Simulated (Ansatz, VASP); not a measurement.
# KI: VASP beside Ansatz

File POSCAR:

```
KI
1.0
    0.0000000000      3.4025128477      3.4025128477
    3.4025128477      0.0000000000      3.4025128477
    3.4025128477      3.4025128477      0.0000000000
K I
1 1
Direct
    0.0000000000      0.0000000000      0.0000000000
    0.5000000000      0.5000000000      0.5000000000
```

INCAR.step1

```
PREC = Accurate
ENCUT = 520
ISMEAR = 0
SIGMA = 0.01
LREAL = False
LASPH = True
NELM = 60
NBANDS = 15
GGA = PE
ALGO = Normal
EDIFF = 1E-4
LWAVE = True
LCHARG = False
```

Contents of INCAR.step2:

```
PREC = Accurate
ENCUT = 520
EDIFF = 1E-6
ISMEAR = 0
SIGMA = 0.01
LREAL = False
LASPH = True
NELM = 60
ALGO = Normal
ISIF = 2
LWAVE = False
LCHARG = True
METAGGA = R2SCAN
LMIXTAU = True
LELF = True
LVHAR = True
NBANDS = 15
ISTART = 1
```

Contents of KPOINTS:

```
Automatic mesh
0
Gamma
  6 6 6
```

Input for Ansatz:

```yaml
crystal:
  lattice:
    - [0.0, 3.4025128477, 3.4025128477]
    - [3.4025128477, 0.0, 3.4025128477]
    - [3.4025128477, 3.4025128477, 0.0]
  atoms:
    - { symbol: K, position: [0.0, 0.0, 0.0] }
    - { symbol: I, position: [0.5, 0.5, 0.5] }
kpoints:
  mp_grid: { grid: [6, 6, 6] }
  band_path:
    path:
      - [0.0, 0.0, 0.0]
      - [0.5, 0.0, 0.5]
      - [0.625, 0.25, 0.625]
      - [0.375, 0.375, 0.75]
      - [0.5, 0.5, 0.5]
      - [0.5, 0.25, 0.75]
    npoints: 1
hamiltonian:
  xc: r2scan
scf:
  occupations: { method: fixed }
  n_extra_bands: 4
output:
  forces: true
  stress: true
  eigenvalues: true
```

Change from the starting cell: hydrostatic strain -4.0%.

Alike in both runs: task single point; functional r2SCAN; k mesh 6 × 6 × 6; no spin polarisation.

|  | VASP | Ansatz |
| --- | --- | --- |
| version | VASP 6.6.1 | Ansatz 0.2.0 |
| potentials or method | VASP PAW PBE potentials, release 64 (K_sv, I) | plane waves, PAW |
| plane-wave cutoff (eV) | 520 | 500 |
| occupations | gaussian, width 0.01 eV | fixed |
| valence electrons in the cell | 16 | 26 |

```csv
,VASP,Ansatz,Ansatz less VASP
gap on the k mesh at the Fermi level (eV),4.92,4.93,+0.003
pressure (GPa),2.1,2.1,-0.02
```

The two sets of potentials don't hold the same shells in valence.

Caveats: the PAW data sets were made with another functional, which shifts forces and pressure a little (VASP); spin-orbit coupling is left out, which moves the levels of the heavy elements. A k mesh can miss the band edges.
